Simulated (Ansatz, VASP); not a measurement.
# One calculation of C, two programs

```
C
1.0
     0.00000    1.59099    2.24966
     1.59099    0.00000    2.24966
     1.59099    1.59099    0.00000
C
2
Direct
  0.50000 0.50000 0.50000
  0.75000 0.75000 0.75000
```

Alike in both runs: task single point; functional PBE; k mesh 12 × 12 × 12; occupations gaussian, width 0.05 eV; no spin polarisation.

```csv
,VASP,Ansatz
version,VASP 6.6.1,Ansatz 0.2.0
potentials or method,"VASP PAW PBE potentials, release 64 (C)","scalar-relativistic, plane waves, PAW"
plane-wave cutoff (eV),520,420
valence electrons in the cell,8,8
```

```csv
,VASP,Ansatz,Ansatz less VASP
gap on the k mesh at the Fermi level (eV),none,none,-
pressure (GPa),7.4,6.9,-0.47
largest component of the traceless stress (GPa),260.68,260.95,+0.261
```

A gap of «none» marks a metal or a gap that the smearing closes.
